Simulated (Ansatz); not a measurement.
# HfN (111): surface energy and levels, part 2 of 2

This session takes HfN and sets out to compute energy, relaxation and work function or band edges of the (111) face.

Ansatz 0.2.0; DFT PBEsol, scalar-relativistic, plane waves, PAW. The steps go on from the part before.

## (5) All atoms of the slab relaxed

File input.yaml:

```yaml
crystal:
  lattice:
    - [3.1830776067, 0.0, 0.0]
    - [-1.5915388033, 2.7566260696, 0.0]
    - [0.0, 0.0, 25.3958879306]
  atoms:
    - { symbol: Hf, position: [0.3333333333, 0.6666666667, 0.2953234012] }
    - { symbol: "N", position: [0.6666666667, 0.3333333333, 0.3464925509] }
    - { symbol: Hf, position: [0.0, 0.0, 0.3976617006] }
    - { symbol: "N", position: [0.3333333333, 0.6666666667, 0.4488308503] }
    - { symbol: Hf, position: [0.6666666667, 0.3333333333, 0.5] }
    - { symbol: "N", position: [0.0, 0.0, 0.5511691497] }
    - { symbol: Hf, position: [0.3333333333, 0.6666666667, 0.6023382994] }
    - { symbol: "N", position: [0.6666666667, 0.3333333333, 0.6535074491] }
    - { symbol: Hf, position: [0.0, 0.0, 0.7046765988] }
basis:
  ecutwfc: 420
kpoints:
  mp_grid: { grid: [12, 12, 1] }
hamiltonian:
  xc: pbesol
scf:
  occupations: { method: gaussian, width: 0.1 }
output:
  forces: true
  eigenvalues: true
  write_density: true
  write_potential: true
  elf: true
  volumetric_format: npy
relax:
  adjacent_minimum: "off"
  f_tol: 0.02
  max_steps: 60
efield:
  axis: 3
  dipole_correction: true
  ramp_width: 0.04
```

On the command line:

```console
$ ansatz run input.yaml --threads 2 --pin off --max-ram 5120MiB --backend cpu --events-out ev --progress --plain --runs-dir out
```

The program printed:

```text
Warning: RAYON_NUM_THREADS=2 ignored (pool sized by the plan → 2); use --threads N
Engine: ansatz 0.2.0, aarch64-unknown-linux-gnu
Pseudopotentials: kind: paw
Pseudopotential: Hf, paw, valence charge 26, recommended cutoff 420 eV (normal), Hf.paw.azcp
Pseudopotential: N, paw, valence charge 5, recommended cutoff 420 eV (normal), N.paw.azcp
Functional definition: PBEsol
  exchange = pbesol_x
  correlation = pbesol_c
Crystal: 9 atoms, lattice volume = 222.838 Å³
Basis set: ecut = 420 eV, 4393 PW (Γ), exchange–correlation on 48×48×360 points (8 copies of the dense FFT grid, shifted against one another)
Bands: 90, of which v1, the nominal top of the filled ones, is band 75 counted from 1 (74 counted from 0)
Symmetry: 6 space group operations
k-points: 19 of 144 (time reversal used)
Non-local potential: Hf, projectors of the file, l = 0: 3, l = 1: 2, l = 2: 2, l = 3: 3
Non-local potential: N, projectors of the file, l = 0: 2, l = 1: 2, l = 2: 1
PAW form: soft (Blöchl's): semilocal exchange-correlation on the pseudo side does not see the compensation charge
PAW frozen core: Hf, regenerated for the run's functional, and the local potential with it (the file was generated under x = pbe(κ = 0.804, μ = 0.2195149727645171), c = pbe(β = 0.06672455060314922))
PAW frozen core: N, regenerated for the run's functional, and the local potential with it (the file was generated under x = pbe(κ = 0.804, μ = 0.2195149727645171), c = pbe(β = 0.06672455060314922))
PAW one-centre angular grid: Hf, 590 points (default); XC on 64 Gauss nodes
PAW one-centre angular grid: N, 110 points (default); XC on 64 Gauss nodes
Initial density: superposition of atomic densities (neutral atoms: chi_scale 0, normalization atom), corrected by the library's trained network
Initial wavefunctions: pseudopotential atomic-orbital guess
Functional: x = pbesol(κ = 0.804, μ = 0.12345679012345678), c = pbesol(β = 0.046)
SCF iter   1: F=—  HF=-79516.706999 eV  |F-HF|=—  |Δ(HF+E_count)|=         —  Δρ=7.27e-3  dr2=2.49e0  ethr=1.77e-3  p=0.000 e·Å  D=1.31e-14 V/Å  ΔV_dip=-0.00 eV  dr2_dipole=7.09e-7  V_vac-E_F(+/−)=5.25/5.25 eV  ⟨swp⟩=6.6  Hψ=6632  notcnv=0  defer=22
efield: sawtooth ramp at fractional position 0.9800 (placed from the atoms, in the widest stretch of the axis that holds none; the zero of the levels goes with the place), width 0.0400; the density the first Hamiltonian is built on has a dipole p = 0.000 e·Å; the dipole correction subtracts the counter field D = 1.31e-14 V/Å, which shifts the + side's vacuum level by -0.00 eV against the − side's; the planar-averaged density in the ramp window peaks in size at 6.1e-5 e/Å³
preconditioner: auto → LDOS  [metal: Δε(μ)=0.006 eV  Ē_g=17.714 eV  σ=0.100 eV  W_gap=0.03  n_scr=74 (ndim 8)  ℏωp=29.4 eV  f_vac=0.453  D(μ)=7.00/eV (n_scr^D=48)  β→1.0]
SCF iter   2: F=—  HF=-79516.625509 eV  |F-HF|=—  |Δ(HF+E_count)|=   8.15e-2  Δρ=3.65e-3  dr2=4.30e-2  ethr=1.66e-3  p=0.000 e·Å  D=7.76e-5 V/Å  ΔV_dip=-0.00 eV  dr2_dipole=8.83e-5  V_vac-E_F(+/−)=4.68/4.69 eV  ⟨swp⟩=2.0  Hψ=2123  notcnv=0  defer=143
SCF iter   3: F=—  HF=-79516.627957 eV  |F-HF|=—  |Δ(HF+E_count)|=   2.45e-3  Δρ=1.85e-3  dr2=1.80e-2  ethr=2.87e-5  p=0.000 e·Å  D=1.95e-5 V/Å  ΔV_dip=-0.00 eV  dr2_dipole=6.02e-6  V_vac-E_F(+/−)=4.67/4.67 eV  ⟨swp⟩=2.3  Hψ=3105  notcnv=0  defer=143
SCF iter   4: F=—  HF=-79516.625188 eV  |F-HF|=—  |Δ(HF+E_count)|=   2.77e-3  Δρ=5.41e-4  dr2=1.30e-3  ethr=1.20e-5  p=0.000 e·Å  D=1.58e-5 V/Å  ΔV_dip=-0.00 eV  dr2_dipole=1.93e-6  V_vac-E_F(+/−)=4.62/4.62 eV  ⟨swp⟩=2.3  Hψ=2974  notcnv=0  defer=143
SCF iter   5: F=—  HF=-79516.624728 eV  |F-HF|=—  |Δ(HF+E_count)|=   4.60e-4  Δρ=2.38e-4  dr2=4.51e-4  ethr=8.68e-7  p=0.000 e·Å  D=6.34e-6 V/Å  ΔV_dip=-0.00 eV  dr2_dipole=7.75e-8  V_vac-E_F(+/−)=4.60/4.60 eV  ⟨swp⟩=3.0  Hψ=3692  notcnv=0  defer=142
SCF iter   6: F=—  HF=-79516.624669 eV  |F-HF|=—  |Δ(HF+E_count)|=   5.94e-5  Δρ=1.24e-4  dr2=8.44e-5  ethr=3.01e-7  p=0.000 e·Å  D=3.77e-6 V/Å  ΔV_dip=-0.00 eV  dr2_dipole=5.30e-10  V_vac-E_F(+/−)=4.59/4.59 eV  ⟨swp⟩=2.1  Hψ=2517  notcnv=0  defer=142
SCF iter   7: F=—  HF=-79516.624679 eV  |F-HF|=—  |Δ(HF+E_count)|=   1.03e-5  Δρ=4.31e-5  dr2=1.13e-5  ethr=5.63e-8  p=0.000 e·Å  D=1.11e-6 V/Å  ΔV_dip=-0.00 eV  dr2_dipole=7.39e-13  V_vac-E_F(+/−)=4.57/4.57 eV  ⟨swp⟩=2.5  Hψ=2707  notcnv=0  defer=142
SCF iter   8: F=-79516.624679 eV  HF=-79516.624680 eV  |F-HF|=1.62e-6  |Δ(HF+E_count)|=   1.40e-6  Δρ=1.90e-5  dr2=2.72e-6  ethr=6.67e-9  p=0.000 e·Å  D=1.20e-7 V/Å  ΔV_dip=-0.00 eV  dr2_dipole=1.96e-9  V_vac-E_F(+/−)=4.57/4.57 eV  ⟨swp⟩=23.6  Hψ=23727  notcnv=0
SCF 1 converged in 8 iterations: F = -79516.624679 eV  dr2 = 2.72e-6
relax step   1: F+E_penalty+E_count = -79516.62467869 eV  Δ(F+E_penalty+E_count) = +0.000e0 eV  max|allowed force component| = 7.564e-1 eV/Å  Δτ_max = 0.0000 Å  (8 SCF iters, dr2 threshold 1.00e-5 eV, accepted)
[... 12 lines left out ...]
relax step   2: F+E_penalty+E_count = -79516.64654003 eV  Δ(F+E_penalty+E_count) = -2.186e-2 eV  max|allowed force component| = 3.550e-1 eV/Å  Δτ_max = 0.0594 Å  (6 SCF iters, dr2 threshold 3.58e-5 eV, accepted)
[... 9 lines left out ...]
relax step   3: F+E_penalty+E_count = -79516.66484873 eV  Δ(F+E_penalty+E_count) = -1.831e-2 eV  max|allowed force component| = 8.693e-2 eV/Å  Δτ_max = 0.0231 Å  (6 SCF iters, dr2 threshold 7.88e-6 eV, accepted)
[... 8 lines left out ...]
relax step   4: F+E_penalty+E_count = -79516.66541943 eV  Δ(F+E_penalty+E_count) = -5.707e-4 eV  max|allowed force component| = 4.796e-3 eV/Å  Δτ_max = 0.0054 Å  (5 SCF iters, dr2 threshold 4.72e-7 eV, accepted)
[... 7 lines left out ...]
relax step   5: F+E_penalty+E_count = -79516.66541951 eV  Δ(F+E_penalty+E_count) = -8.132e-8 eV  max|allowed force component| = 4.888e-3 eV/Å  Δτ_max = 0.0000 Å  (3 SCF iters, accepted)
WARN: The output density's exchange-correlation potential varies sharply where the density is thin. Do not read a vacuum level from v_tot or v_xc, or from such a field of the output density. On a cell that repeats whose density bears no net charge and no dipole along the vacuum's axis use v_es (v_loc + v_h of the components); under efield.dipole_correction with no amplitude use v_es + v_field, which holds any external_charges[].barrier, or the levels of the report's work_function block, which leave it out; under a non-zero efield.amplitude the vacuum is tilted and has no level; on a cell that repeats and bears such a dipole with no correction it is tilted too, and efield.dipole_correction with no amplitude gives each side of its ramp a level where efield: is served; in a cell that repeats whose density bears a net charge (total_charge, or a fill off its count) it is curved and has none; of a slab under crystal.periodic whose density bears no net charge use v_es, which has a level on each side, short of where the two are joined; of another it falls or rises all the way out and has none; of a slab beside external_charges read slab_vacuum_level instead, which it has where they leave it neutral. The grid or the basis barely resolves most such structure, and the values can differ between equally converged runs; as a rule a tighter scf.convergence.dr2_threshold does not remove it. Where the density itself ripples (under the LDA too) a higher basis.ecutwfc lessens it. The files hold the spikes' plane waves up to the density's cutoff. Files: v_tot_of_output_density and the like, and their columns of v_z.tsv (output.write_potential); v_xc_of_output_density and the like, and their columns of v_comp_z.tsv (output.write_potential_components). Measured: with its Gaussian average of σ = 0.25 Å subtracted twice, the exchange-correlation potential is over 0.1 eV at 184 of the grid points where the equally averaged density (valence and model cores) is under 1e-3 e/Å³, and 0.287 eV at the most among them, at an averaged density of 1.0e-7 e/Å³. See output.write_potential in the manual, Limitations
SCF converged after 3 iterations
Free energy (F): -79516.665420 eV
Harris-Foulkes:  -79516.665420 eV  (|F-HF|=9.11e-9)
Internal energy: -79516.625028 eV  (E = F + TS)
E sigma→0 (E₀):  -79516.645224 eV
Entropy (-TS):   -0.040391 eV (-4.488 meV/atom)
Fermi energy:    9.628365 eV
Dipole field:    D = 0.000000 V/Å  (p = 0.000000 e·Å, saw-weighted, corrected)
Work function:   Φ+ = 4.5674 eV   Φ− = 4.5674 eV
Levels:          The Fermi level and band energies are counted from a zero that moves with the ramp; work functions are not
--- Per-component energies (eV) ---
  E_band       = -1258.751876
  E_kinetic    = 2648.727995
  E_local      = -279437.094405  (includes V_loc(G=0)·N_el)
  E_nonlocal   = -6009.524928
  E_hartree    = 138077.090742
  E_xc         = -1730.553105
  E_vxc        = -1639.765250  (∫ρ·V_xc dr)
  E_paw        = -34525.011552  (= ΣΔE_a)
  E_vpaw       = 7024.716507  (= ΣTr[D̂ρ^β])
  E_aug_tail   = 0.000369  (compensation charges beyond the density's cutoff)
  E_efield     = 0.000000  (sawtooth field / dipole correction)
  E_vefield    = -0.000000  (∫n·V_field dr)
  E_ewald      = 101453.372004
  E_core_change = 6.367853  (= ΣΔE_core)
  E_smearing   = -0.040391  (= −TS)
  E_closure    = -0.000000  (closes the sum)
  Σ components = -79516.665420   (vs F -79516.665420, Δ=0.00e0)
--- Forces (eV/Å), atoms counted from 1 ---
  atom   1  Hf    -0.00000000     0.00000000     0.00144958
  atom   2  N      0.00000000     0.00000000     0.00307120
  atom   3  Hf     0.00000000     0.00000000     0.00488833
  atom   4  N     -0.00000000    -0.00000000    -0.00055523
  atom   5  Hf     0.00000000     0.00000000     0.00000036
  atom   6  N      0.00000000     0.00000000     0.00055548
  atom   7  Hf    -0.00000000    -0.00000000    -0.00488825
  atom   8  N      0.00000000    -0.00000000    -0.00307112
  atom   9  Hf     0.00000000     0.00000000    -0.00145035
  max |Σ_I F_I| component: 9.97e-9 eV/Å
--- Band table (eV; the first three rows and the last of 19) ---
  k-point 0: bands = ["-53.0687", "-52.9009", "-52.8984", "-52.6819", "-52.6819", "-22.3134", "-22.0573", "-21.8067", "-21.5506", "-21.5506", "-21.4368", "-21.3863", "-21.3863", "-21.3813", "-21.3813", "-21.3568", "-21.0182", "-21.0182", "-21.0181", "-21.0181", "-7.6370", "-7.0296", "-6.2209", "-5.5059", "-3.0005", "-3.0005", "-2.9995", "-2.9763", "-2.9430", "-2.9430", "-2.9092", "-2.8373", "-2.8373", "-2.8372", "-2.8275", "-2.8275", "-2.8171", "-2.8124", "-2.7766", "-2.7766", "-2.7726", "-2.7726", "-2.7702", "-2.7379", "-2.7379", "-2.6441", "-2.6318", "-2.6242", "-2.6242", "-2.6240", "-2.6240", "-2.6104", "-2.6104", "-2.6103", "-2.6103", "-2.5896", "-2.5725", "-2.5116", "-2.5116", "1.0482", "2.0319", "3.5614", "3.5970", "3.5970", "4.1280", "4.1280", "5.0613", "5.0613", "5.4274", "6.2425", "6.2425", "7.9573", "8.2762", "9.4353", "9.5271", "9.5271", "9.7368", "10.2382", "10.2382", "10.2460", "11.0351", "11.2653", "11.2653", "11.8020", "11.8901", "11.8901", "12.3694", "12.3694", "12.6639", "13.0605"]
[... 3 lines left out ...]
--- Relaxed structure (5 steps of the walk, 5 accepted, 0 SCFs on fresh bases) ---
  F+E_penalty+E_count = -79516.66541951 eV   max|allowed force component| = 4.888e-3 eV/Å
  atoms:
    - { symbol: Hf, position: [0.3333333333333333, 0.6666666666666666, 0.29671300435804704] }
    - { symbol: N, position: [0.6666666666666666, 0.3333333333333333, 0.34677184435116415] }
    - { symbol: Hf, position: [-7.441310295010802e-19, -7.441310295010809e-19, 0.39640157373886226] }
    - { symbol: N, position: [0.3333333333333333, 0.6666666666666666, 0.4487529183286862] }
    - { symbol: Hf, position: [0.6666666666666666, 0.3333333333333333, 0.49999999858695454] }
    - { symbol: N, position: [4.6019496658355913e-20, 4.6019496658355883e-20, 0.5512470800665299] }
    - { symbol: Hf, position: [0.3333333333333333, 0.6666666666666666, 0.6035984260540946] }
    - { symbol: N, position: [0.6666666666666666, 0.3333333333333333, 0.6532281557822542] }
    - { symbol: Hf, position: [-8.205876408465599e-19, -8.205876408465608e-19, 0.7032869987334075] }
```

Wall time 1.7 min (2 threads of Arm Neoverse V2, shared host); peak memory 0.7 GiB.

The steps of the relaxation:

```
step  energy from step 1 (eV/cell)  largest force component (eV/Å)
   1                        0.0000                          0.7564
   2                       -0.0219                          0.3550
   3                       -0.0402                          0.0869
   4                       -0.0407                          0.0048
   5                       -0.0407                          0.0049
```

Step 1 is the start.

From the log: work function 4.57 eV.

Plane-averaged electrostatic potential energy of an electron across the slab, counted from the Fermi level:

(z (Å), V (eV)): (1.69, 4.57), (2.26, 4.57), (2.54, 4.57), (3.10, 4.57), (3.39, 4.56), (3.95, 4.55), (4.51, 4.50), (4.80, 4.43), (5.36, 4.07), (5.64, 3.61), (6.21, 1.36), (6.77, -5.49), (7.05, -10.60), (7.62, -13.94), (7.90, -12.47), (8.47, -8.96), (8.75, -9.98), (9.31, -9.43), (9.88, -14.32), (10.16, -14.66), (10.72, -9.38), (11.00, -8.23), (11.57, -9.38), (12.13, -10.74), (12.42, -13.93), (12.98, -13.93), (13.26, -10.74), (13.83, -9.38), (14.39, -8.23), (14.67, -9.38), (15.24, -14.66), (15.52, -14.32), (16.08, -9.43), (16.65, -9.98), (16.93, -8.96), (17.49, -12.47), (17.78, -13.94), (18.34, -10.60), (18.62, -5.49), (19.19, 1.36), (19.75, 3.61), (20.03, 4.07), (20.60, 4.43), (20.88, 4.50), (21.45, 4.55), (22.01, 4.56), (22.29, 4.57), (22.86, 4.57), (23.14, 4.57), (23.70, 4.57)

Density in a lattice plane of the grid's cell (edges 3.18 and 25.40 Å, at 0.000 of the third edge), which holds Hf and N.

Ten even steps from '0' (0.00 e/Å³) to '9' (34.05 e/Å³):
```
000000
000000
000000
000000
000000
930003
000000
000000
100000
000000
000000
930003
000000
000000
000000
000000
000000
000000
000000
000000
```
Columns run along the first of these edges and rows up along the second, over one cell in 6 and 20 even steps from the bottom left corner. Atoms in the plane (fractional): Hf at (1.00, 0.40), N at (0.00, 0.55), Hf at (1.00, 0.70).

ELF in the same plane.

Ten even steps from ' ' (0.00) to '@' (0.81):
```
            
            
            
    ::--::  
..  --##--  
@@@@::::::@@
..::++##++::
==::::==::::
  @@**..**@@
==::::==::::
..::**%%**::
@@@@::::::@@
....++%%++..
##--::==::--
@@##--..--##
----::..::--
            
            
            
            
```
Columns run along the first of these edges and rows up along the second, over one cell in 6 and 20 even steps from the bottom left corner. Atoms in the plane (fractional): Hf at (1.00, 0.40), N at (0.00, 0.55), Hf at (1.00, 0.70).

Both are smooth fields of the valence electrons: close to the nuclei they are not physical.

Maxima of ELF outside the ion cores: 0.82 in the shell around N, 0.6 Å from N; 0.78 between the atoms, 2.1 Å from Hf; 0.72 outside the outer layer, 2.2 Å from Hf.

## (6) Surface energy and levels of (111)

|  | as cut | relaxed |
| --- | --- | --- |
| work function | 4.56 eV | 4.57 eV |
| dipole along +c (e·Å/cell) | 0.000 | 0.000 |

Spacings of the planes, from the bottom up:

```
plane  atoms  spacing to the next, as cut (Å)  relaxed (Å)  change (%)  rumpling (Å)
    1     Hf                            1.299        1.271        -2.2         0.000
    2      N                            1.299        1.260        -3.0         0.000
    3     Hf                            1.299        1.330        +2.3         0.000
    4      N                            1.299        1.301        +0.2         0.000
    5     Hf                            1.299        1.301        +0.2         0.000
    6      N                            1.299        1.330        +2.3         0.000
    7     Hf                            1.299        1.260        -3.0         0.000
    8      N                            1.299        1.271        -2.2         0.000
    9     Hf                                                                   0.000
```

## (7) What came out

This closing draws on all 2 parts.

| quantity | value |
| --- | --- |
| slab (111), cut with Hf on top | not stoichiometric |
| work function, (111), cut with Hf on top | 4.57 eV |

What this shows: On (111) the top spacing contracts by 2.2 %, and relaxation gains 0.038 J/m² a face. This cut is not stoichiometric (Hf5N4); a surface energy would need chemical potentials. The runs treat Hf without spin-orbit coupling. Spin polarisation is off in the runs that give these values; a magnetic solution could lie lower.
